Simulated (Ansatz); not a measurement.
# KF (Pm-3m) in Ansatz: convergence with n extra bands

Aim: find how far n extra bands must go before the results for KF settle, at PBE. This setting moves, with any that are tied to it; all else stays.

All numbers are computed with Ansatz 0.2.0; they aren't measurements. Logs are shortened: lines on timing, memory, paths and dates and some standing lists are left out, and cuts for length are marked.

**1. The crystal as given**

Symmetry: Pm-3m, No. 221, cubic system. Conventional cell: a = 3.259 Å, b = 3.259 Å, c = 3.259 Å, α = 90.00°, β = 90.00°, γ = 90.00°. Around K (site symmetry m-3m) lie 8 F at 2.82 Å. Around F (site symmetry m-3m) lie 8 K at 2.82 Å.

The cell comes from a database or a generator and needn't be the stable form of this composition.

**2. With n extra bands 1**

Contents of input.yaml:

```yaml
crystal:
  lattice:
    - [3.258955, 0.0, 0.0]
    - [0.0, 3.258955, 0.0]
    - [0.0, 0.0, 3.258955]
  atoms:
    - { symbol: K, position: [0.0, 0.0, 0.0] }
    - { symbol: F, position: [0.5, 0.5, 0.5] }
kpoints:
  mp_grid: { grid: [8, 8, 8] }
scf:
  occupations: { method: fermi_dirac, width: 0.05 }
  n_extra_bands: 1
hamiltonian:
  xc: pbe
  pseudopotentials: { kind: all_electron, lapw: { basis_error: 0.001 } }
output:
  forces: true
  stress: true
  eigenvalues: true
```

Potentials or basis: all-electron LAPW, scalar-relativistic.

The run is started by

```sh
$ ansatz run input.yaml --threads 1 --pin off --max-ram 3072MiB --backend cpu --events-out ev --progress --plain --runs-dir out
```

Log:

```text
Warning: RAYON_NUM_THREADS=1 ignored (pool sized by the plan → 1); use --threads N
LAPW: plane waves up to 6.986 Å⁻¹, error target 1.0e-3 eV per atom; small_component_spin mean_spin; F in spheres of 1.419 Å, 7 of its electrons in bands, Dirac shells []; K in spheres of 1.403 Å, 15 of its electrons in bands, Dirac shells [] (how accurate: hamiltonian.pseudopotentials.lapw.basis_error, Limitations)
scf.n_extra_bands = 1 over 11 filled bands (N_el = 22.0): the run solves 12 bands
Engine: ansatz 0.2.0, x86_64-unknown-linux-gnu
Pseudopotentials: kind: all_electron
Pseudopotential: K, LAPW, valence charge 15, lapw/all_electron/scalar/gaussian/K, Koelling and Harmon's equation, gaussian nucleus
Pseudopotential: F, LAPW, valence charge 7, lapw/all_electron/scalar/gaussian/F, Koelling and Harmon's equation, gaussian nucleus
Functional definition: PBE
  parameter kappa = 0.804
  parameter beta = 0.06672455060314922
  exchange = pbe_x(kappa = kappa, mu = beta*pi^2/3)
  correlation = pbe_c(beta = beta)
Crystal: 2 atoms, lattice volume = 34.613 Å³
Basis set: ecut = 185.93993939101114 eV, 203 PW (Γ), exchange–correlation at level 2
Bands: 12, of which v1, the nominal top of the filled ones, is band 11 counted from 1 (10 counted from 0)
Symmetry: 48 space group operations
Space group: Pm-3m (ITA 221), of the structure as read, at distance tolerance 3.3e-5 Å
k-points: 35 of 512
Non-local potential: K, projectors of the file, none
Non-local potential: F, projectors of the file, none
Initial density: superposition of atomic densities (chi_scale 0.1, normalization cell, long waves kept (reshape's long-wave potential 0.00 eV rms))
Initial wavefunctions: plane waves of lowest kinetic energy (no species holds an atomic orbital)
Functional: x = pbe(κ = 0.804, μ = 0.2195149727645171), c = pbe(β = 0.06672455060314922)
iter 1 solved again at ethr=2.76e-3 eV; its pass at ethr=1.00e-1 eV (dr2=6.07e-1 eV) is discarded
SCF iter   1: F=—  HF=-19107.054673 eV  |F-HF|=—  |Δ(HF+E_count)|=         —  Δρ=3.19e-2  dr2=6.06e-1  ethr=2.76e-3  ⟨swp⟩=2.0  Hψ=2914  notcnv=0
preconditioner: auto → none  [insulator: Δε(μ)=8.979 eV  Ē_g=19.445 eV  σ=0.050 eV  W_gap=1.00  n_scr=6 (ndim 8)  ℏωp=25.2 eV  f_vac=0.000  D(μ)=0.00/eV (n_scr^D=0)  ε∞_Penn≈2.7]
iter 2 solved again at ethr=1.95e-5 eV; its pass at ethr=2.76e-3 eV (dr2=4.29e-3 eV) is discarded
SCF iter   2: F=—  HF=-19106.138813 eV  |F-HF|=—  |Δ(HF+E_count)|=   9.16e-1  Δρ=3.31e-3  dr2=4.28e-3  ethr=1.95e-5  ⟨swp⟩=2.2  Hψ=2532  notcnv=0
SCF iter   3: F=—  HF=-19105.865464 eV  |F-HF|=—  |Δ(HF+E_count)|=   2.73e-1  Δρ=8.12e-3  dr2=3.86e-2  ethr=1.95e-5  ⟨swp⟩=3.2  Hψ=1698  notcnv=0
SCF iter   4: F=—  HF=-19105.852126 eV  |F-HF|=—  |Δ(HF+E_count)|=   1.33e-2  Δρ=4.93e-4  dr2=1.20e-4  ethr=1.95e-5  ⟨swp⟩=3.0  Hψ=1757  notcnv=0
SCF iter   5: F=—  HF=-19105.850529 eV  |F-HF|=—  |Δ(HF+E_count)|=   1.60e-3  Δρ=1.43e-4  dr2=9.07e-6  ethr=5.43e-7  ⟨swp⟩=3.0  Hψ=1607  notcnv=0
SCF iter   6: F=—  HF=-19105.850470 eV  |F-HF|=—  |Δ(HF+E_count)|=   5.90e-5  Δρ=9.35e-5  dr2=4.67e-6  ethr=4.12e-8  ⟨swp⟩=3.0  Hψ=1716  notcnv=0
SCF iter   7: F=—  HF=-19105.850478 eV  |F-HF|=—  |Δ(HF+E_count)|=   8.30e-6  Δρ=1.84e-5  dr2=1.68e-7  ethr=2.12e-8  ⟨swp⟩=2.3  Hψ=1511  notcnv=0
SCF iter   8: F=-19105.850478 eV  HF=-19105.850478 eV  |F-HF|=1.19e-8  |Δ(HF+E_count)|=   1.32e-7  Δρ=2.35e-6  dr2=2.72e-9  ethr=7.64e-10  ⟨swp⟩=2.9  Hψ=1577  notcnv=0
SCF 1 converged in 8 iterations: F = -19105.850478 eV  dr2 = 2.72e-9
SCF converged after 8 iterations
Free energy (F): -19105.850478 eV
Harris-Foulkes:  -19105.850478 eV  (|F-HF|=1.19e-8)
Internal energy: -19105.850478 eV  (E = F + TS)
E sigma→0 (E₀):  -19105.850478 eV
Fermi energy:    6.287052 eV
--- Per-component energies (eV) ---
  E_band       = -1717.740801
  E_kinetic    = 19216.257932
  E_xc         = -1195.016734
  E_electrostatic = -37127.091676  (all electrons and nuclei)
  E_smearing   = -0.000000  (= −TS)
  E_closure    = 0.000000  (closes the sum)
  E_atoms      = -19097.773868  (free atoms, spherical and without spin; not in F)
  Σ components = -19105.850478   (vs F -19105.850478, Δ=0.00e0)
  Basis errors (estimates in eV, not in F): energy 2.5e-4 per atom: plane waves 2.0e-4 (1.1e-4 summed), levels above the bands 3.3e-46, relativity 2.7e-8, radial functions 4.2e-5, core shells 8.4e-7; eigenvalues (radial functions only) 1.0e-5; not estimated: angular momenta, meshes, grids; target (lapw.basis_error) 1.0e-3; muffin-tin radii F 1.419 Å, K 1.403 Å
--- Forces (eV/Å), atoms counted from 1 ---
  atom   1  K     -0.00000000     0.00000000     0.00000000
  atom   2  F     -0.00000000     0.00000000    -0.00000000
  max |Σ_I F_I| component: 4.85e-31 eV/Å
--- Stress (GPa, compression-positive) ---
       -0.006141       0.000000       0.000000
        0.000000      -0.006141       0.000000
        0.000000       0.000000      -0.006141
  P = ⅓ Tr σ = -0.0061 GPa (-0.061 kbar)
--- Band table (eV; the first three rows and the last of 35) ---
  k-point 0: bands = ["-268.3790", "-268.3790", "-268.3790", "-23.9514", "-15.8383", "-6.9831", "-6.9831", "-6.9831", "3.0052", "3.0052", "3.0052", "9.3246"]
  k-point 1: bands = ["-268.3790", "-268.3790", "-268.3790", "-23.9335", "-15.8419", "-7.0893", "-6.9673", "-6.9673", "2.8034", "2.9900", "2.9900", "9.7374"]
  k-point 2: bands = ["-268.3790", "-268.3790", "-268.3790", "-23.8897", "-15.8515", "-7.3343", "-6.9287", "-6.9287", "2.3693", "2.9519", "2.9519", "10.7539"]
  k-point 34: bands = ["-268.3790", "-268.3790", "-268.3790", "-23.6266", "-15.6736", "-7.5566", "-7.5566", "-7.5566", "2.0259", "2.0259", "2.0259", "13.4687"]
```

Run time: 1.3 s. Hardware: 1 thread of AMD EPYC 9R45 (Zen 5), shared host; peak memory 0.29 GiB.

Results:

```yaml
Free_energy: -19105.8505 eV
Pressure: 0.0 GPa
Band_gap_on_the_k_mesh: 6.27 eV, indirect (least direct gap 6.32 eV)
```

**3. With n extra bands 2**

input.yaml, as its differences from that of step 2:

```diff
@@ -12,3 +12,3 @@
   occupations: { method: fermi_dirac, width: 0.05 }
-  n_extra_bands: 1
+  n_extra_bands: 2
 hamiltonian:
```

Potentials or basis: all-electron LAPW, scalar-relativistic.

The run is started by

```sh
$ ansatz run input.yaml --threads 1 --pin off --max-ram 3072MiB --backend cpu --events-out ev --progress --plain --runs-dir out
```

Run time: 1.3 s. Hardware: 1 thread of AMD EPYC 9R45 (Zen 5), shared host; peak memory 0.29 GiB.

What came out:

```yaml
Free_energy: -19105.8505 eV
Pressure: 0.0 GPa
Band_gap_on_the_k_mesh: 6.27 eV, indirect (least direct gap 6.32 eV)
```

**4. With n extra bands 4**

input.yaml, as its differences from that of step 3:

```diff
@@ -12,3 +12,3 @@
   occupations: { method: fermi_dirac, width: 0.05 }
-  n_extra_bands: 2
+  n_extra_bands: 4
 hamiltonian:
```

The run is started by

```sh
$ ansatz run input.yaml --threads 1 --pin off --max-ram 3072MiB --backend cpu --events-out ev --progress --plain --runs-dir out
```

It took 1.4 s on 1 thread of AMD EPYC 9R45 (Zen 5), shared host; peak memory 0.3 GiB.

What came out:

```yaml
Free_energy: -19105.8505 eV
Pressure: 0.0 GPa
Band_gap_on_the_k_mesh: 6.27 eV, indirect (least direct gap 6.32 eV)
```

**5. With n extra bands 8**

input.yaml, as its differences from that of step 4:

```diff
@@ -12,3 +12,3 @@
   occupations: { method: fermi_dirac, width: 0.05 }
-  n_extra_bands: 4
+  n_extra_bands: 8
 hamiltonian:
```

The run is started by

```sh
$ ansatz run input.yaml --threads 1 --pin off --max-ram 3072MiB --backend cpu --events-out ev --progress --plain --runs-dir out
```

Run time: 1.6 s. Hardware: 1 thread of AMD EPYC 9R45 (Zen 5), shared host; peak memory 0.3 GiB.

What came out:

| Property | Result |
| --- | --- |
| Free energy | -19105.8505 eV |
| Pressure | 0.0 GPa |
| Band gap on the k mesh | 6.27 eV, indirect (least direct gap 6.32 eV) |

**6. With n extra bands 16**

input.yaml, as its differences from that of step 5:

```diff
@@ -12,3 +12,3 @@
   occupations: { method: fermi_dirac, width: 0.05 }
-  n_extra_bands: 8
+  n_extra_bands: 16
 hamiltonian:
```

Potentials or basis: all-electron LAPW, scalar-relativistic.

The run is started by

```sh
$ ansatz run input.yaml --threads 1 --pin off --max-ram 3072MiB --backend cpu --events-out ev --progress --plain --runs-dir out
```

Run time: 2 s. Hardware: 1 thread of AMD EPYC 9R45 (Zen 5), shared host; peak memory 0.31 GiB.

Results (log left out):

```yaml
Free_energy: -19105.8505 eV
Pressure: 0.0 GPa
Band_gap_on_the_k_mesh: 6.27 eV, indirect (least direct gap 6.32 eV)
```

**7. With n extra bands 32**

input.yaml, as its differences from that of step 6:

```diff
@@ -12,3 +12,3 @@
   occupations: { method: fermi_dirac, width: 0.05 }
-  n_extra_bands: 16
+  n_extra_bands: 32
 hamiltonian:
```

The run is started by

```sh
$ ansatz run input.yaml --threads 1 --pin off --max-ram 3072MiB --backend cpu --events-out ev --progress --plain --runs-dir out
```

Run time: 3.2 s. Hardware: 1 thread of AMD EPYC 9R45 (Zen 5), shared host; peak memory 0.34 GiB.

The run converged. Its results:

```
Free energy            : -19105.8505 eV
Pressure               : 0.0 GPa
Band gap on the k mesh : 6.27 eV, indirect (least direct gap 6.32 eV)
```

**8. Result**

```csv
n extra bands,"energy less the tightest run, at zero smearing (meV/atom)",SCF cycles,CPU time (s),peak memory (GiB)
1,0.01,8,1.3,0.29
2,0.01,8,1.3,0.29
4,0.01,8,1.4,0.3
8,0.01,8,1.6,0.3
16,0.00,8,2,0.31
32,0.00,8,3.2,0.34
```

Against the tightest run, the energy stays within 1 meV/atom from 1 on. The tightest run that finished is the yardstick and may itself not be fully converged.
